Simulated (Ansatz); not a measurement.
# PbSe: the cell at several levels of theory

The task here is to estimate one member of a computed series from the others.

Code: Ansatz 0.2.0. PAW datasets, plane waves, zero pressure. Computed, not measured; no magnetism was allowed, and the structure may never have been made.

## The structure to begin with

This is the cell as the run starts from it, not yet at rest; its lengths are not the crystal's.

The symmetry is P6_3/mmc (No. 194, hexagonal); a = 3.983 Å, c = 6.493 Å in the conventional setting, 22.30 Å³ an atom. Pb has 6 Se at 2.81 Å; Se has 6 Pb at 2.81 Å.

Structure file:

```
Pb Se
1.0
     3.98327    0.00000    0.00000
    -1.99163    3.44961    0.00000
     0.00000    0.00000    6.49273
Pb Se
2 2
Direct
  0.00000 0.00000 0.00000
  0.00000 0.00000 0.50000
  0.33333 0.66667 0.25000
  0.66667 0.33333 0.75000
```

Set-up of the first run:

Contents of input.yaml:

```yaml
crystal:
  lattice:
    - [3.98326974, 0.0, 0.0]
    - [-1.99163487, 3.449612785, 0.0]
    - [0.0, 0.0, 6.4927296762]
  atoms:
    - { symbol: Pb, position: [0.0, 0.0, 0.0] }
    - { symbol: Pb, position: [0.0, 0.0, 0.5] }
    - { symbol: Se, position: [0.3333333333, 0.6666666667, 0.25] }
    - { symbol: Se, position: [0.6666666667, 0.3333333333, 0.75] }
kpoints:
  mp_grid: { grid: [6, 6, 4] }
hamiltonian:
  xc: pbe
scf:
  occupations: { method: fermi_dirac, width: 0.02 }
relax:
  f_tol: 0.005
  cell: {}
output:
  write_density: true
  write_potential: true
  elf: true
  volumetric_format: npy
```

On the command line:

```sh
> ansatz run input.yaml --threads 2 --pin off --max-ram 2211MiB --backend cpu --events-out ev --progress --plain --runs-dir out
```

Steps of the session up to this table: Relaxing with PBE; Relaxation with r2SCAN; Relaxing with PBEsol; Relaxing with LDA; Relaxation with HSE06.

One table of the session follows, with a row left open; its other results are not shown here.

```
 level  a (Å)  c (Å)  volume (Å³/atom)
   PBE      ?      ?                 ?
r2SCAN  4.274  7.555            29.873
PBEsol  4.214  7.472            28.723
   LDA  4.168  7.412            27.878
 HSE06  4.284  7.520            29.887
```

Q: Estimate the row for PBE from the others.

**Answer.** a (Å): 4.308; c (Å): 7.576; volume (Å³/atom): 30.449. In the column «a (Å)» it is the highest.

The volume runs from LDA (least) to PBE (most), a spread of 9.2 %, or 3.0 % in length if all axes shared it alike. The meshes differ: PBE 6×6×4, r2SCAN 6×6×4, PBEsol 6×6×4, LDA 6×6×4, HSE06 6×6×2.
